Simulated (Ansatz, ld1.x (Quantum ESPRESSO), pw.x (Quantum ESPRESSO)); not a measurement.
From atom to crystal: TM potential for mercury

* Element: mercury (Hg)
* Generator: ld1.x (Quantum ESPRESSO) 7.5
* Type: norm-conserving Troullier–Martins (Kleinman–Bylander form)
* Functional: LDA (PW92)
* Relativity: scalar-relativistic
* Frozen core: [Xe] 4f14
* Valence charge: 12
* Reference configuration: 5d10 6s2 6p0
* Partial waves: 6p (bound, empty): rc 2.70 bohr; 5d (bound): rc 1.45 bohr; 6s (bound): rc 2.35 bohr
* Local potential: the s channel
* Core correction: a·sin(br)/r model core inside 1.30 bohr

Atomic tests: cutoffs needed: 50 Ry and 90 Ry (the cutoffs (Ry, on a coarse ladder) from which the occupation-weighted sum of valence levels, in a spherical-Bessel basis at the reference potential, stays within 10 and 1 mRy of its value at 400 Ry); ghost test: no extra level below or beside the all-electron valence levels (p, d, s, f tested) (spherical-Bessel basis up to 400 Ry, 20 bohr box); largest excitation error: -535 meV (all-electron minus pseudo) for 5d8 6s0 6p0, out of 7 test configurations.

Crystal test: fcc Hg in pw.x 7.5, no spin, 13³ k-points, Fermi–Dirac smearing 0.01 Ry, cutoffs 110/440 Ry. The reference is all-electron LAPW (Ansatz 0.2.0) with the same functional, mesh and smearing; V0 and B0 come from Birch–Murnaghan fits to the pressures at five volumes. Errors are pseudo minus all-electron; Δ is the rms difference of the E(V) curves that follow from these fits, minima aligned, over ±6 % about the mean V0. Mesh and smearing are coarse, so the numbers serve the comparison and aren't converged zero-temperature values; the lattice is a test structure that the element need not adopt.

```csv
V (Å³/atom),P all-electron (GPa),P pseudo (GPa)
20.913,3.11,4.75
21.464,1.33,2.78
22.014,-0.10,1.19
22.564,-1.24,-0.09
23.115,-2.15,-1.12
```

All-electron: a0 = 4.446 Å (V0 = 21.97 Å³/atom), B0 = 52.0 GPa.

Pseudopotential: mean pressure error (GPa): +1.31; a0 (Å): 4.483; a0 error (%): +0.83; B0 error (%): -8.1; Δ (meV/atom): 6.0. This is a poor potential for the solid.

Question: At the middle volume, how do free energy and pressure move when the wave cutoff is lowered (ecutrho kept at four times it)?

Answer:

| cutoff (Ry) | shift of F (meV/atom) | shift of P (GPa) |
| --- | --- | --- |
| 50 | +79.7 | -0.84 |
| 66 | +52.5 | -1.14 |
| 88 | +3.3 | -0.27 |

The run at the middle volume (84 k-points, 7 iterations) took about 35 s on one core of a shared host (Neoverse-V1, 32 threads, 247 GiB, load 14).
